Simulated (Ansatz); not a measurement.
Cubic perovskite BaSnO₃

These are dielectric-dependent PBE hybrid (plane waves, PAW; Ansatz, a first-principles code) values and carry that method's errors.

Settings: plane-wave cutoff 460 eV, 6×6×6 k mesh, Fermi–Dirac smearing 0.01 eV, scalar-relativistic PAW data made under PBE.

Cell: measured lattice: a = b = c = 4.116 Å, α = β = γ = 90.00°.

For cubic perovskite BaSnO₃, the band gap is 2.96 eV (on the SCF k mesh) and the smallest direct gap on the k points sampled is 3.40 eV.

Measured, for comparison: band gap 2.95 eV (temperature not stated, no zero-point or thermal correction, indirect, from the absorption edge of a single crystal; as tabulated in Kim et al. (2012), arXiv:1207.0764).

Note: cell and atoms aren't relaxed at this level (pressure 1.5 GPa).

Spin–orbit coupling is not included.

The computed numbers hold no vibrational or temperature effects.
